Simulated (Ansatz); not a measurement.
Runs of Ansatz 0.2.0 on AlN. It takes space group P6_3mc (No. 186, hexagonal). Conventional cell: a = 3.113 Å, b = 3.113 Å, c = 4.981 Å, α = 90.00°, β = 90.00°, γ = 120.00°. Around Al (site symmetry 3m) lie 4 N at 1.89 Å. N (site symmetry 3m) has 4 Al at 1.89 Å as nearest neighbours. 

```csv
share of exact exchange,gap on the mesh (eV),pressure (GPa),largest force (eV/Å)
0.1,4.76,1.5,0.13
0.05,4.48,(b),0.13
0.2,5.32,(c),0.13
0.15,(a),0.5,0.13
```

Alike in all rows: task single point; level HSE06 form with a typed share of exact exchange; potentials or basis Ansatz PAW; no spin polarisation; cell as given; k mesh 5 × 5 × 3; cutoff (eV) 420; smearing fermi-dirac 0.05 eV; the mesh is coarse, so values aren't converged.

Question: Estimate the missing entries.

Answer: (a) 5.04; (b) 2.6; (c) -0.6.

Caveats: all runs use coarse meshes; odd divisions of the mesh miss points on the zone boundary, where band edges often lie, so the gap on the mesh can be too wide; the PAW data sets come from PBE, with cores solved anew for the run's functional, which leaves a small shift of forces and pressure; the thresholds are loose for stress.

